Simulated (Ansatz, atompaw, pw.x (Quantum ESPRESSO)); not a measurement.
# What a changed setting does to a pw.x run (fcc Li)

Potential: PAW, atompaw 4.2.0.5, PBE; core [He], reference 2s1 2p0; waves: 2s (bound): rc 3.00 bohr; 2s channel at 0.85 Ry: rc 3.00 bohr; 2p (bound, empty): rc 3.00 bohr; 2p channel at 0.7 Ry: rc 3.00 bohr; 3d channel at 0.05 Ry: rc 3.00 bohr; 3d channel at 2.4 Ry: rc 3.00 bohr; local part: troulliermartins scheme with l = 3 at 1 Ry, radius 2.90 bohr; core correction: smooth core density matched at 2.20 bohr; augmentation: sinc compensation charge, radius 2.60 bohr; PAW radius 3.00 bohr; waves and projectors: custom rrkj vanderbiltortho.

The reference run (k-mesh 13³, cutoffs 40/400 Ry, Fermi–Dirac 0.01 Ry, mixing_beta 0.4, conv_thr 1e-9, no spin) gives -0.02 GPa at 20.348 Å³/atom, where all-electron LAPW gives -0.05 GPa. This run, with its own iteration cap, changes nbnd to 1, a wrong or extreme entry chosen on purpose.

```
&control
  calculation='scf', prefix='x', pseudo_dir='./', outdir='./tmp', tstress=.true., disk_io='none'
/
&system
  ibrav=0, nat=1, ntyp=1, ecutwfc=40, ecutrho=400, nbnd=1,
  occupations='smearing', smearing='fd', degauss=0.01
/
&electrons
  conv_thr=1e-09, mixing_beta=0.4, electron_maxstep=70
/
ATOMIC_SPECIES
Li 1.0 Li.UPF
CELL_PARAMETERS angstrom
  0.00000000 2.16685863 2.16685863
  2.16685863 0.00000000 2.16685863
  2.16685863 2.16685863 0.00000000
ATOMIC_POSITIONS crystal
Li 0.0000 0.0000 0.0000
K_POINTS automatic
13 13 13 0 0 0
```

```bash
pw.x < Li.scf.in > Li.scf.out
```

How does the run end?

It converges in 11 iterations; the free energy moves by +0.0 meV/atom and the pressure by +0.00 GPa. The result is that of the reference run.

```
Message from routine setup:
     using ibrav=0 with symmetry is DISCOURAGED, use correct ibrav instead
     lattice parameter (alat)  =       5.7909  a.u.
     unit-cell volume          =     137.3151 (a.u.)^3
     number of electrons       =         1.00
     number of Kohn-Sham states=            1
     kinetic-energy cutoff     =      40.0000  Ry
     charge density cutoff     =     400.0000  Ry
     scf convergence threshold =      1.0E-09
     Exchange-correlation= SLA PW PBX PBC
     number of k points=    84  Fermi-Dirac smearing, width (Ry)=  0.0100
     iteration #  1     ecut=    40.00 Ry     beta= 0.40
     total energy              =      -3.84412388 Ry
     estimated scf accuracy    <       0.00005390 Ry
     iteration #  2     ecut=    40.00 Ry     beta= 0.40
     total energy              =      -3.85934581 Ry
     estimated scf accuracy    <       0.00009055 Ry
     iteration #  3     ecut=    40.00 Ry     beta= 0.40
     total energy              =      -3.83941402 Ry
     estimated scf accuracy    <       0.00010675 Ry
     iteration #  4     ecut=    40.00 Ry     beta= 0.40
     total energy              =      -3.84047106 Ry
     estimated scf accuracy    <       0.00002693 Ry
     iteration #  5     ecut=    40.00 Ry     beta= 0.40
     total energy              =      -3.84047560 Ry
     estimated scf accuracy    <       0.00000217 Ry
     iteration #  6     ecut=    40.00 Ry     beta= 0.40
     total energy              =      -3.84047202 Ry
     estimated scf accuracy    <       0.00000318 Ry
     iteration #  7     ecut=    40.00 Ry     beta= 0.40
     total energy              =      -3.84047230 Ry
     estimated scf accuracy    <       0.00000106 Ry
     iteration #  8     ecut=    40.00 Ry     beta= 0.40
     total energy              =      -3.84047230 Ry
     estimated scf accuracy    <       0.00000001 Ry
     iteration #  9     ecut=    40.00 Ry     beta= 0.40
     total energy              =      -3.84047229 Ry
     estimated scf accuracy    <       0.00000002 Ry
     iteration # 10     ecut=    40.00 Ry     beta= 0.40
     total energy              =      -3.84047230 Ry
     estimated scf accuracy    <       0.00000010 Ry
     iteration # 11     ecut=    40.00 Ry     beta= 0.40
     the Fermi energy is     0.5259 ev
!    total energy              =      -3.84047230 Ry
     estimated scf accuracy    <          6.7E-10 Ry
     smearing contrib. (-TS)   =      -0.00228360 Ry
     convergence has been achieved in  11 iterations
          total   stress  (Ry/bohr**3)                   (kbar)     P=       -0.17
     Message from routine punch:
     Nothing written, as per user request (disk_io='none')
```

The run took about 12 s on one core of a shared server CPU.
